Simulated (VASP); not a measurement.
# H in VASP: a series of runs, part 2 of 2

VASP 6.6.1.

### Step 4. Single point, rev-vdW-DF2, collinear spin, ferromagnetic start

The input, INCAR:

```
PREC = Accurate
ENCUT = 400
EDIFF = 1E-6
ISMEAR = 0
SIGMA = 0.01
LREAL = False
LASPH = True
NELM = 100
ALGO = Normal
ISIF = 2
LWAVE = False
LCHARG = False
ISPIN = 2
MAGMOM = 1.1
LORBIT = 11
NUPDOWN = 1
GGA = MK
LUSE_VDW = True
AGGAC = 0.0
PARAM1 = 0.1234
PARAM2 = 0.711357
ZAB_VDW = -1.8867
ISYM = 0
```

The input, KPOINTS:

```
Automatic mesh
0
Gamma
  1 1 1
```

The input, POSCAR:

```
H                                       
1.0
   10.5000000000      0.0000000000      0.0000000000
    0.0000000000     11.0000000000      0.0000000000
    0.0000000000      0.0000000000     11.5000000000
  H             
     1
Selective dynamics
Direct
     0.5000000000000000    0.5045454544999970    0.5000000000000000   F   F   F
```

Run with:

```console
cat potpaw_PBE.64/H/POTCAR > POTCAR
mpirun -np 1 vasp_gam > vasp.out
```

Run time: 7.9 min. Hardware: 1 thread of Intel Xeon 6975P-C (Granite Rapids), shared host; peak memory 2.8 GiB.

Results (log left out):

| Item | Value |
| --- | --- |
| Free energy | -0.8665 eV |
| Net moment | 1.00 μB per cell |
| Site moments | H +0.38 μB |
| Valence electrons inside the program's atomic spheres | H 0.38 |

Caveat: the PAW data sets were made with another functional, which shifts forces and pressure a little; the total moment is fixed, so each spin has its own Fermi level.

### Step 5. Single point, LDA, collinear spin, ferromagnetic start

Changes to INCAR since step 4:

```diff
@@ -16,8 +16,3 @@
 NUPDOWN = 1
-GGA = MK
-LUSE_VDW = True
-AGGAC = 0.0
-PARAM1 = 0.1234
-PARAM2 = 0.711357
-ZAB_VDW = -1.8867
+GGA = CA
 ISYM = 0
```

KPOINTS is that of step 4.

POSCAR is that of step 4.

Potentials or basis: VASP PAW LDA potentials, release 64 (H).

Run with:

```console
cat potpaw_LDA.64/H/POTCAR > POTCAR
mpirun -np 1 vasp_gam > vasp.out
```

OUTCAR:

```text
PREC = Accurate
   ENCUT = 400
   EDIFF = 1E-6
   ISMEAR = 0
   LREAL = False
   LASPH = True
   NELM = 100
   ISIF = 2
   ISPIN = 2
   LORBIT = 11
   NUPDOWN = 1
   GGA = CA
   ISYM = 0

 ion  position               nearest neighbor table
   1  0.500  0.505  0.500-

IMPORTANT INFORMATION: All symmetrisations will be switched off!
NOSYMM: (Re-)initialisation of all symmetry stuff for point group C_1.

----------------------------------------------------------------------------------------

                                     Primitive cell

  volume of cell :    1328.2500

  direct lattice vectors                    reciprocal lattice vectors
    10.500000000  0.000000000  0.000000000     0.095238095  0.000000000  0.000000000
     0.000000000 11.000000000  0.000000000     0.000000000  0.090909091  0.000000000
     0.000000000  0.000000000 11.500000000     0.000000000  0.000000000  0.086956522

  length of vectors
    10.500000000 11.000000000 11.500000000     0.095238095  0.090909091  0.086956522

  position of ions in fractional coordinates (direct lattice)
     0.500000000  0.504545454  0.500000000

  ion indices of the primitive-cell ions
   primitive index   ion index
[... 111 lines left out ...]
      2      -0.1241      0.00000
      3       0.6920      0.00000
      4       0.7610      0.00000
      5       0.8401      0.00000
 Fermi energy:        -7.7325151144

 spin component 2

 k-point     1 :       0.0000    0.0000    0.0000
  band No.  band energies     occupation
      1      -2.3787      0.00000
      2       0.0392      0.00000
      3       0.8706      0.00000
      4       0.9600      0.00000
      5       1.0632      0.00000

------------------------ aborting loop because EDIFF is reached ----------------------------------------

  FORCE on cell =-STRESS in cart. coord.  units (eV):
  Direction    XX          YY          ZZ          XY          YZ          ZX
  --------------------------------------------------------------------------------------
  -------------------------------------------------------------------------------------
  Total       -0.0418262     -0.0418941     -0.0418222     -0.0000000      0.0000000     -0.0000000
  in kB       -0.0504521     -0.0505340     -0.0504472     -0.0000000      0.0000000     -0.0000000
  external PRESSURE =      -0.0504778 kB  Pullay stress =       0.0000000 kB

 VOLUME and BASIS-vectors are now :
 -----------------------------------------------------------------------------
  energy-cutoff  :      400.00
  volume of cell :     1328.25
      direct lattice vectors                 reciprocal lattice vectors
    10.500000000  0.000000000  0.000000000     0.095238095  0.000000000  0.000000000
     0.000000000 11.000000000  0.000000000     0.000000000  0.090909091  0.000000000
     0.000000000  0.000000000 11.500000000     0.000000000  0.000000000  0.086956522

 POSITION                                       TOTAL-FORCE (eV/Angst)
 -----------------------------------------------------------------------------------
      5.25000      5.55000      5.75000        -0.000000     -0.000132     -0.000000
 -----------------------------------------------------------------------------------
    total drift:                               -0.000000     -0.000132     -0.000000

  FREE ENERGIE OF THE ION-ELECTRON SYSTEM (eV)
  ---------------------------------------------------
  free  energy   TOTEN  =        -0.8952410859 eV

  energy  without entropy=       -0.8952410859  energy(sigma->0) =       -0.89524109

 total charge

# of ion       s       p       d       tot
------------------------------------------
    1        0.363   0.000   0.000   0.363

 magnetization (x)

# of ion       s       p       d       tot
------------------------------------------
    1        0.363   0.000   0.000   0.363
```

It took 14 s on 1 thread of Intel Xeon 6975P-C (Granite Rapids), shared host; peak memory 0.6 GiB.

Results:

```
Free energy                                           : -0.8952 eV
Net moment                                            : 1.00 μB per cell
Site moments                                          : H +0.36 μB
Valence electrons inside the program's atomic spheres : H 0.36
```

Caveat: the total moment is fixed, so each spin has its own Fermi level.

### Step 6. Single point, PBEsol, collinear spin, ferromagnetic start

Changes to INCAR since step 5:

```diff
@@ -16,3 +16,3 @@
 NUPDOWN = 1
-GGA = CA
+GGA = PS
 ISYM = 0
```

KPOINTS is that of step 5.

POSCAR is that of step 5.

Potentials or basis: VASP PAW PBE potentials, release 64 (H).

Run with:

```console
cat potpaw_PBE.64/H/POTCAR > POTCAR
mpirun -np 1 vasp_gam > vasp.out
```

OUTCAR:

```text
PREC = Accurate
   ENCUT = 400
   EDIFF = 1E-6
   ISMEAR = 0
   LREAL = False
   LASPH = True
   NELM = 100
   ISIF = 2
   ISPIN = 2
   LORBIT = 11
   NUPDOWN = 1
   GGA = PS
   ISYM = 0

 ion  position               nearest neighbor table
   1  0.500  0.505  0.500-

IMPORTANT INFORMATION: All symmetrisations will be switched off!
NOSYMM: (Re-)initialisation of all symmetry stuff for point group C_1.

----------------------------------------------------------------------------------------

                                     Primitive cell

[... 147 lines left out ...]
  -------------------------------------------------------------------------------------
  Total       -0.0423556     -0.0424223     -0.0423496      0.0000000      0.0000000     -0.0000000
  in kB       -0.0510907     -0.0511711     -0.0510835      0.0000000      0.0000000     -0.0000000
  external PRESSURE =      -0.0511151 kB  Pullay stress =       0.0000000 kB

 VOLUME and BASIS-vectors are now :
 -----------------------------------------------------------------------------
  energy-cutoff  :      400.00
  volume of cell :     1328.25
      direct lattice vectors                 reciprocal lattice vectors
    10.500000000  0.000000000  0.000000000     0.095238095  0.000000000  0.000000000
     0.000000000 11.000000000  0.000000000     0.000000000  0.090909091  0.000000000
     0.000000000  0.000000000 11.500000000     0.000000000  0.000000000  0.086956522

 POSITION                                       TOTAL-FORCE (eV/Angst)
 -----------------------------------------------------------------------------------
      5.25000      5.55000      5.75000        -0.000000     -0.000156     -0.000000
 -----------------------------------------------------------------------------------
    total drift:                               -0.000000     -0.000156     -0.000000

  FREE ENERGIE OF THE ION-ELECTRON SYSTEM (eV)
  ---------------------------------------------------
  free  energy   TOTEN  =        -0.9449431163 eV

  energy  without entropy=       -0.9449431163  energy(sigma->0) =       -0.94494312

 total charge

# of ion       s       p       d       tot
------------------------------------------
    1        0.373   0.000   0.000   0.373

 magnetization (x)

# of ion       s       p       d       tot
------------------------------------------
    1        0.373   0.000   0.000   0.373
```

OSZICAR:

```text
N       E                     dE             d eps       ncg     rms          rms(c)
DAV:   1     0.302038735167E+01    0.30204E+01   -0.86950E+01    20   0.453E+01
DAV:   2     0.716552010666E+00   -0.23038E+01   -0.23038E+01    40   0.142E+01
[... 16 lines left out ...]
DAV:  19    -0.944846240072E+00   -0.21001E-03   -0.31645E-08    30   0.527E-04    0.964E-05
DAV:  20    -0.944922694059E+00   -0.76454E-04   -0.69797E-08    20   0.774E-04    0.591E-05
DAV:  21    -0.944926553744E+00   -0.38597E-05   -0.43065E-08    30   0.533E-04    0.254E-05
DAV:  22    -0.944928785018E+00   -0.22313E-05   -0.43277E-09    25   0.187E-04    0.174E-05
DAV:  23    -0.944942245921E+00   -0.13461E-04   -0.15901E-09    25   0.126E-04    0.736E-06
DAV:  24    -0.944943116313E+00   -0.87039E-06   -0.41887E-10    20   0.588E-05
   1 F= -.94494312E+00 E0= -.94494312E+00  d E =-.103237E-13  mag=     1.0000
```

Wall time 45 s (1 thread of Intel Xeon 6975P-C (Granite Rapids), shared host); peak memory 1 GiB.

What came out:

* Free energy: -0.9449 eV
* Net moment: 1.00 μB per cell
* Site moments: H +0.37 μB
* Valence electrons inside the program's atomic spheres: H 0.37

Caveat: the PAW data sets were made with another functional, which shifts forces and pressure a little; the total moment is fixed, so each spin has its own Fermi level.

### Step 7. The runs side by side

```tsv
level	potentials or basis	moment (μB)
r2SCAN+rVV10	VASP PAW PBE potentials, release 64 (H)	1.00
optB86b-vdW	VASP PAW PBE potentials, release 64 (H)	1.00
rev-vdW-DF2	VASP PAW PBE potentials, release 64 (H)	1.00
LDA	VASP PAW LDA potentials, release 64 (H)	1.00
PBEsol	VASP PAW PBE potentials, release 64 (H)	1.00
```

Alike in all rows: task single point; spin collinear, ferromagnetic start; fixed moment (μB) 1; cell as given; k mesh 1 × 1 × 1; cutoff (eV) 400; smearing gaussian 0.01 eV.

Caveats: the total moment is fixed, so each spin has its own Fermi level; the PAW data sets were made with another functional, which shifts forces and pressure a little (some runs).

Absolute energies hang on the potentials; compare differences alone.
